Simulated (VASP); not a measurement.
# CdS (Hawleyite) (F-43m) in VASP: further runs

The runs below take CdS (Hawleyite) through G0W0 quasiparticle levels, with PBE.

All numbers are computed with VASP 6.6.1; they aren't measurements. Logs are shortened: lines on timing, memory, paths and dates and some standing lists are left out, and cuts for length are marked.

## Step 1: The structure

The structure is cubic, space group F-43m (No. 216). The conventional cell has a = 5.833 Å, b = 5.833 Å, c = 5.833 Å, α = 90.00°, β = 90.00°, γ = 90.00°. Around Cd (site symmetry -43m) lie 4 S at 2.53 Å. Around S (site symmetry -43m) lie 4 Cd at 2.53 Å.

## Step 2: G0W0 quasiparticle levels, PBE

The input, POSCAR:

```
CdS
1.0
    0.0000000000      2.9165000000      2.9165000000
    2.9165000000      0.0000000000      2.9165000000
    2.9165000000      2.9165000000      0.0000000000
Cd S
1 1
Direct
    0.0000000000      0.0000000000      0.0000000000
    0.7500000000      0.7500000000      0.7500000000
```

The input, INCAR.step1:

```
SYSTEM = CdS
  PREC = Accurate
  ENCUT = 450
  EDIFF = 1E-8
  ISMEAR = 0
  SIGMA = 0.01
  LREAL = .FALSE.
  LASPH = .TRUE.
  NELM = 80
  ALGO = Normal
  LWAVE = .TRUE.
  LCHARG = .FALSE.
  GGA = PE
```

The input, INCAR.step2:

```
SYSTEM = CdS
  PREC = Accurate
  ENCUT = 450
  EDIFF = 1E-8
  ISMEAR = 0
  SIGMA = 0.01
  LREAL = .FALSE.
  LASPH = .TRUE.
  NELM = 1
  ALGO = Exact
  LWAVE = .TRUE.
  LCHARG = .FALSE.
  GGA = PE
  NBANDS = 23
  LOPTICS = .TRUE.
  ISTART = 1
```

The input, INCAR.step3:

```
SYSTEM = CdS
  PREC = Accurate
  ENCUT = 450
  EDIFF = 1E-8
  ISMEAR = 0
  SIGMA = 0.01
  LREAL = .FALSE.
  LASPH = .TRUE.
  ALGO = EVGW0
  LWAVE = .FALSE.
  LCHARG = .FALSE.
  GGA = PE
  NELMGW = 1
  NBANDS = 23
  ENCUTGW = 100
  NOMEGA = 48
  PRECFOCK = Fast
  ISTART = 1
  NBANDSGW = 17
```

The input, KPOINTS:

```
regular mesh
0
G
  3 3 3
  0 0 0
```

Potentials or basis: VASP PAW PBE potentials, release 64 (Cd_GW, S_GW).

The run is started by

```console
$ cat potpaw_PBE.64/Cd_GW/POTCAR potpaw_PBE.64/S_GW/POTCAR > POTCAR
$ cp INCAR.step1 INCAR
$ mpirun -np 1 vasp_std > vasp.out
$ cp INCAR.step2 INCAR
$ mpirun -np 1 vasp_std > vasp.out
$ cp INCAR.step3 INCAR
$ mpirun -np 1 vasp_std > vasp.out
```

OUTCAR:

```text
SYSTEM = CdS
   PREC = Accurate
   ENCUT = 450
   EDIFF = 1E-8
   ISMEAR = 0
   LREAL = .FALSE.
   LASPH = .TRUE.
   GGA = PE
   NELMGW = 1
   ENCUTGW = 100
   PRECFOCK = Fast
   ISTART = 1

 Found      4 irreducible k-points:

 Following reciprocal coordinates:
            Coordinates               Weight
  0.000000  0.000000  0.000000      1.000000
  0.333333  0.000000  0.000000      8.000000
  0.333333  0.333333  0.000000      6.000000
 -0.333333  0.333333  0.000000     12.000000
   k-points           NKPTS =      4   k-points in BZ     NKDIM =     27   number of bands    NBANDS=     23
   number of dos      NEDOS =    301   number of ions     NIONS =      2
   total plane-waves  NPLWV =  27000
   dimension x,y,z NGX =    30 NGY =   30 NGZ =   30
   dimension x,y,z NGXF=    60 NGYF=   60 NGZF=   60
   ions per type =               1   1
   NGX,Y,Z   is equivalent  to a cutoff of  12.09, 12.09, 12.09 a.u.
   NGXF,Y,Z  is equivalent  to a cutoff of  24.18, 24.18, 24.18 a.u.
 SYSTEM =  CdS
   PREC   = accura    normal or accurate (medium, high low for compatibility)
   ISTART =      1    job   : 0-new  1-cont  2-samecut
   ICHARG =      0    charge: 1-file 2-atom 10-const
   ISPIN  =      1    spin polarized calculation?
   LNONCOLLINEAR =      F non collinear calculations
   LSORBIT =      F    spin-orbit coupling
   LASPH  =      T    aspherical Exc in radial PAW
   ENCUT  =  450.0 eV  33.07 Ry    5.75 a.u.   7.13  7.13  7.13*2*pi/ulx,y,z
   NELM   =     60;   NELMIN=  2; NELMDL=  0     # of ELM steps
   EDIFF  = 0.1E-07   stopping-criterion for ELM
   LREAL  =      F    real-space projection
   EDIFFG = 0.1E-06   stopping-criterion for IOM
   NSW    =      0    number of steps for IOM
   IBRION =     -1    ionic relax: 0-MD 1-quasi-New 2-CG
   NFREE  =      0    steps in history (QN), initial steepest desc. (CG)
   ISIF   =      0    stress and relaxation
   ISYM   =      3    0-nonsym 1-usesym 2-fastsym
   POTIM  = 0.5000    time-step for ionic-motion
   TEBEG  =    0.0;   TEEND  =   0.0 temperature during run
   PSTRESS=    0.0 pullay stress
   NELECT =      18.0000    total number of electrons
   NUPDOWN=      -1.0000    fix difference up-down
   EMIN   =  10.00;   EMAX   =-10.00  energy-range for DOS
   EFERMI =   0.00;   METHOD = LEGACY
   ISMEAR =     0;   SIGMA  =   0.01  broadening in eV -4-tet -1-fermi 0-gaus
   EFERMI_NEDOS =   21; number of points for ismear=-14 and -15
   IALGO  =     38    algorithm
   IMIX   =      4    mixing-type and parameters
     AMIX     =   0.40;   BMIX     =  1.00
     AMIX_MAG =   1.60;   BMIX_MAG =  1.00
  volume/ion in A,a.u.               =      24.81       167.41
  Fermi-wavevector in a.u.,A,eV,Ry     =   1.167599  2.206442 18.548649  1.363287
  Thomas-Fermi vector in A             =   2.304097
   LORBIT       =      0    0 simple, 1 ext, 2 COOP (PROOUT), +10 PAW based schemes
   GGA     = PE    functional components
   LHFCALC =     T    Hartree Fock is set to
   PRECFOCK=fast      Normal, Fast or Accurate (Low or Medium for compatibility)
   ENCUT4O =  -1.0   cutoff for four orbital integrals eV
   NKREDX  =     1    reduce k-point grid by
   NKREDY  =     1    reduce k-point grid by
   NKREDZ  =     1    reduce k-point grid by
   AEXX    =    1.0000 exact exchange contribution
   HFSCREEN=    0.0000 screening length (either q_TF or 0.3 A-1)
   HFSCREENC=   0.0000 screening length for correlation (either q_TF or 0.3 A-1)
   ENCUTFOCK=  -1.0 apply spherical cutoff to Coloumb kernel
   IVDW    =     0    specifies the selected vdW correction
   LEPSILON=     F    determine dielectric tensor
   LRPA    =     F    only Hartree local field effects (RPA)
   LRPAFORCE           =     F    calculate RPA forces
   ENCUTGW             = 100.0    cutoff for response function in eV
   ENCUTGWSOFT         =  80.0    soft cutoff for Coulomb kernel in GW response function in eV
   ENCUTLF             =  -1.0    cutoff for local field effects
   NELMGW              =     1    number of iterations in solving QP/BSE equation
   NELMHF              =     1    number of iterations in the inner HF iteration
   NKREDLFX            =     1    NKREDLFY  =   1   NKREDLFZ  =   1
 non-spin polarized calculation
 Gauss-broadening in eV      SIGMA  =   0.01
  energy-cutoff  :      450.00
  volume of cell :       49.62
 maximum number of plane-waves:      1089
 NGX is ok and might be reduce to    30
  NGX = 16; NGY = 16; NGZ = 16
   NGX = 15   NGY = 15   NGZ = 15
 maximum number of plane-waves:       116

 QP shifts <psi_nk| G(iteration)W_0 |psi_nk>: iteration 1
 for sc-GW calculations column KS-energies equals QP-energies in previous step
 and V_xc(KS)=  KS-energies - (<T + V_ion + V_H > + <T+V_H+V_ion>^1  + <V_x>^1)

 k-point   1 :       0.0000    0.0000    0.0000
  band No.  KS-energies  QP-energies   sigma(KS)   V_xc(KS)     V^pw_x(r,r')   Z            occupation Imag(sigma)

      1      -9.6269      -9.5063     -12.7996     -12.9919     -20.9027       0.6273       2.0000       1.3904
      2      -5.0684      -6.2198     -16.8394     -15.1709     -22.9360       0.6901       2.0000       0.3535
      3      -5.0684      -6.2198     -16.8394     -15.1709     -22.9360       0.6901       2.0000       0.3535
      4      -5.0684      -6.2198     -16.8394     -15.1709     -22.9360       0.6901       2.0000       0.3535
      5      -4.5976      -5.8633     -17.2977     -15.4962     -23.2435       0.7026       2.0000       0.2922
      6      -4.5976      -5.8633     -17.2977     -15.4962     -23.2435       0.7026       2.0000       0.2922
[... 9 lines left out ...]
     16      14.1407      15.1520      -6.5670      -7.8901      -2.3983       0.7644       0.0000      -0.4577
     17      15.9596      16.6795      -6.2819      -7.2158      -2.1079       0.7708       0.0000      -0.5552

 k-point   2 :       0.3333    0.0000    0.0000
  band No.  KS-energies  QP-energies   sigma(KS)   V_xc(KS)     V^pw_x(r,r')   Z            occupation Imag(sigma)

      1      -9.3038      -9.2077     -13.2670     -13.4191     -21.2667       0.6315       2.0000       1.2896
      2      -4.9703      -6.1382     -16.9310     -15.2474     -23.0090       0.6936       2.0000       0.3470
      3      -4.9703      -6.1382     -16.9310     -15.2474     -23.0090       0.6936       2.0000       0.3470
      4      -4.5971      -5.7193     -16.6528     -15.0455     -22.6116       0.6982       2.0000       0.3549
      5      -4.5807      -5.8479     -17.3167     -15.5178     -23.2754       0.7044       2.0000       0.2933
      6      -4.5807      -5.8479     -17.3167     -15.5178     -23.2754       0.7044       2.0000       0.2933
[... 9 lines left out ...]
     16      13.7010      15.0628      -8.2105     -10.0127      -4.4381       0.7557       0.0000      -0.3466
     17      18.3220      20.1508      -7.9509     -10.2802      -3.6687       0.7851       0.0000      -0.8577

 k-point   3 :       0.3333    0.3333    0.0000
  band No.  KS-energies  QP-energies   sigma(KS)   V_xc(KS)     V^pw_x(r,r')   Z            occupation Imag(sigma)

      1      -9.2013      -9.1166     -13.4268     -13.5609     -21.3927       0.6316       2.0000       1.2560
      2      -4.8462      -6.0201     -16.5972     -14.9175     -22.5267       0.6989       2.0000       0.3443
      3      -4.8208      -6.0069     -17.1140     -15.4114     -23.1891       0.6966       2.0000       0.3392
      4      -4.8208      -6.0069     -17.1140     -15.4114     -23.1891       0.6966       2.0000       0.3392
      5      -4.5327      -5.8088     -17.3731     -15.5674     -23.3312       0.7067       2.0000       0.2889
      6      -4.4825      -5.6441     -16.8721     -15.2174     -22.8132       0.7020       2.0000       0.3270
[... 9 lines left out ...]
     16      18.0285      19.2283      -6.6414      -8.1650      -2.5435       0.7875       0.0000      -0.6792
     17      18.1520      19.9702      -8.6403     -11.0075      -4.2656       0.7681       0.0000      -0.8197

 k-point   4 :      -0.3333    0.3333    0.0000
  band No.  KS-energies  QP-energies   sigma(KS)   V_xc(KS)     V^pw_x(r,r')   Z            occupation Imag(sigma)

      1      -9.0987      -9.0310     -13.6191     -13.7258     -21.5520       0.6340       2.0000       1.2204
      2      -4.8899      -6.0790     -16.9083     -15.2036     -22.9342       0.6975       2.0000       0.3420
      3      -4.8169      -6.0033     -17.1180     -15.4167     -23.1912       0.6973       2.0000       0.3377
      4      -4.6468      -5.9035     -17.2086     -15.4189     -23.1757       0.7022       2.0000       0.3025
      5      -4.5750      -5.8463     -17.3094     -15.5085     -23.2673       0.7059       2.0000       0.2928
      6      -4.0334      -5.1546     -17.1871     -15.5957     -23.1416       0.7046       2.0000       0.3217
[... 9 lines left out ...]
     16      17.1131      18.7562      -8.0184     -10.1620      -3.8311       0.7665       0.0000      -0.6335
     17      17.7266      19.6594      -8.5325     -11.0242      -4.1776       0.7756       0.0000      -0.8086
```

OUTCAR.step2:

```text
SYSTEM = CdS
   PREC = Accurate
   ENCUT = 450
   EDIFF = 1E-8
[... 539 lines left out ...]
  --------------------------------------------------------------------------------------------------------------
     0.00000    19.38815    19.38815    19.38815     0.00000    -0.00000     0.00000
     0.42082    21.29148    21.29148    21.29148     0.00000    -0.00000     0.00000
     0.84164    32.23662    32.23662    32.23662     0.00000    -0.00000     0.00000
     1.26245   -21.92850   -21.92850   -21.92850     0.00000    -0.00000     0.00000
     1.68327    -0.47856    -0.47856    -0.47856     0.00000    -0.00000     0.00000
     2.10409     4.79898     4.79898     4.79898     0.00000    -0.00000     0.00000
[... 92 lines left out ...]
    41.24017     0.79430     0.79430     0.79430    -0.00000    -0.00000    -0.00000
    41.66099     0.79914     0.79914     0.79914    -0.00000    -0.00000    -0.00000
```

Run time: 19 s. Hardware: 1 thread of Intel Xeon 6975P-C (Granite Rapids), shared host; peak memory 0.33 GiB.

These settings aren't checked as converged: the numbers below hold their error.

What came out:

```yaml
Band_gap_on_the_k_mesh_mean-field_level: 1.10 eV, direct
Quasiparticle_gap: 1.92 eV
Least_direct_quasiparticle_gap: 1.92 eV
```

Caveat: the k mesh is coarse (spacing up to 0.62 Å⁻¹), so the values aren't converged; bands, screening cutoff and mesh are small and nothing is extrapolated, so the quasiparticle values aren't converged.

[end of part 1 of 3]
